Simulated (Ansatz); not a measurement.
# LiCl: the cost of one run

Computed with Ansatz 0.2.0 (DFT PBE, scalar-relativistic, plane waves, PAW, unless a step's input says otherwise).

2 further runs of the same task are left out: 2 set aside as unsound or not needed.

### Step 1. The starting structure

The structure is hexagonal, space group P6_3mc (No. 186). Conventional cell: a = 3.821 Å, b = 3.821 Å, c = 6.313 Å, α = 90.00°, β = 90.00°, γ = 120.00°. Around Cu (site symmetry 3m) lie 4 Cl at 2.33 to 2.35 Å. Around Cl (site symmetry 3m) lie 4 Cu at 2.33 to 2.35 Å.

Structure file:

```
CELL_PARAMETERS angstrom
3.82077 0.00000 0.00000
-1.91039 3.30889 0.00000
0.00000 0.00000 6.31272
ATOMIC_POSITIONS crystal
Cu 0.33333 0.66667 0.00759
Cu 0.66667 0.33333 0.50759
Cl 0.33333 0.66667 0.37741
Cl 0.66667 0.33333 0.87741
```

It is the result of an earlier relaxation at this level (volume 19.95 Å³/atom; gap on the mesh: 0.56 eV).

### Step 2. The partner compound

LiCl is put into the same structure and relaxed.

The cell holds 2 Li, 2 Cl: a = 3.818 Å, b = 3.818 Å, c = 6.308 Å, α = 90.00°, β = 90.00°, γ = 120.00°.

### Step 3. Quick check of gap, pressure and forces (LiCl)

Contents of input.yaml:

```yaml
crystal:
  lattice:
    - [3.8179253398, 0.0, 0.0]
    - [-1.9089626699, 3.306420334, 0.0]
    - [0.0, 0.0, 6.3080164704]
  atoms:
    - { symbol: Li, position: [0.3333333333, 0.6666666667, 0.0075900355] }
    - { symbol: Li, position: [0.6666666667, 0.3333333333, 0.5075900355] }
    - { symbol: Cl, position: [0.3333333333, 0.6666666667, 0.3774099645] }
    - { symbol: Cl, position: [0.6666666667, 0.3333333333, 0.8774099645] }
basis:
  ecutwfc: 420
kpoints:
  mp_grid: { grid: [6, 6, 4] }
hamiltonian:
  xc: pbe
scf:
  occupations: { method: gaussian, width: 0.1 }
output:
  forces: true
  stress: true
  eigenvalues: true
```

The run is started by

```
> ansatz run input.yaml --threads 2 --pin off --max-ram 5120MiB --backend cpu --events-out ev --progress --plain --runs-dir out
```

What time and memory should one allow on 2 threads of Arm Neoverse V2, shared host?

About 1 s, with a peak of 0.32 GiB.
